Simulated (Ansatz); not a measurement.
# SnS: the cost of one run

Method: DFT, r2SCAN, no spin polarisation, plane waves, PAW, in Ansatz 0.2.0.

The COD entry's cell or inner coordinates are ideal or old and differ from later refinements, so a difference from it is no clean test against experiment.

## (1) The system as given

The structure is orthorhombic, space group Pnma (No. 62). The conventional cell has a = 11.039 Å, b = 3.930 Å, c = 4.275 Å, α = 90.00°, β = 90.00°, γ = 90.00°. Sn (site symmetry m) is surrounded by 3 S at 2.59 to 2.65 Å. S (site symmetry m) has 3 Sn at 2.59 to 2.65 Å as nearest neighbours.

The coordinates stand in the input below.

It is a restart: the density comes from an earlier run on this cell.

## (2) The run

The input, input.yaml:

```yaml
crystal:
  lattice:
    - [4.2753582, 0.0, 0.0]
    - [0.0, 11.03891562, 0.0]
    - [0.0, 0.0, 3.92977497]
  atoms:
    - { symbol: Sn, position: [0.115, 0.118, 0.25] }
    - { symbol: Sn, position: [0.885, 0.882, 0.75] }
    - { symbol: Sn, position: [0.615, 0.382, 0.75] }
    - { symbol: Sn, position: [0.385, 0.618, 0.25] }
    - { symbol: S, position: [0.478, 0.85, 0.25] }
    - { symbol: S, position: [0.522, 0.15, 0.75] }
    - { symbol: S, position: [0.978, 0.65, 0.75] }
    - { symbol: S, position: [0.022, 0.35, 0.25] }
  symmetry: { tolerance: 0.0003 }
kpoints:
  mp_grid: { grid: [6, 3, 7], shift: [0, 0, 0] }
  band_path:
    path:
      - [0.0, 0.0, 0.0]
      - [0.0, 0.5, 0.0]
      - [0.0, 0.5, 0.5]
      - [0.0, 0.0, 0.5]
      - [0.0, 0.0, 0.0]
      - [0.5, 0.0, 0.0]
      - [0.5, 0.5, 0.0]
      - [0.5, 0.5, 0.5]
      - [0.5, 0.0, 0.5]
      - [0.5, 0.0, 0.0]
      - [0.0, 0.5, 0.0]
    npoints: 6
magnetization:
  spin_polarized: false
scf:
  occupations: { method: cold, width: 0.1699 }
  lower_state_search: "off"
  max_iter: 200
hamiltonian:
  pseudopotentials: { kind: paw }
  xc: r2scan
basis:
  ecutwfc: 500
  fft_grid_basis: typed
output:
  forces: true
  stress: true
  eigenvalues: true
  bader: true
  populations: true
  elf: true
  write_potential: true
  volumetric_format: npy
  dos:
    e_range: [-12, 8]
    de: 0.05
    projected: { site_lists: { S: [S], Sn: [Sn] } }
checkpoint:
  read: saved_state
```

**Question.** How long does this run take on 1 thread of an Arm CPU, shared host, and how much memory does it need?

About 2 min, with a peak of 0.9 GiB.
